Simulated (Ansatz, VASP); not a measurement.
**BaTe: VASP beside Ansatz**

```
Ba Te
1.0
     0.00000    3.53239    3.53239
     3.53239    0.00000    3.53239
     3.53239    3.53239    0.00000
Ba Te
1 1
Direct
  0.00000 0.00000 0.00000
  0.50000 0.50000 0.50000
```

Alike in both runs: task single point; functional PBE; k mesh 6 × 6 × 6; no spin polarisation.

|  | VASP | Ansatz |
| --- | --- | --- |
| version | VASP 6.6.1 | Ansatz 0.2.0 |
| potentials or method | VASP PAW PBE potentials, release 64 (Ba_sv, Te) | plane waves, PAW |
| plane-wave cutoff (eV) | 520 | 420 |
| occupations | gaussian, width 0.01 eV | fixed |
| valence electrons in the cell | 16 | 26 |

```csv
,VASP,Ansatz,Ansatz less VASP
gap on the k mesh at the Fermi level (eV),1.58,1.65,+0.077
```

The two sets of potentials don't hold the same shells in valence.

Caveats: spin-orbit coupling is left out, which moves the levels of the heavy elements. As with any semilocal functional, this PBE gap is likely too small. A k mesh can miss the band edges.
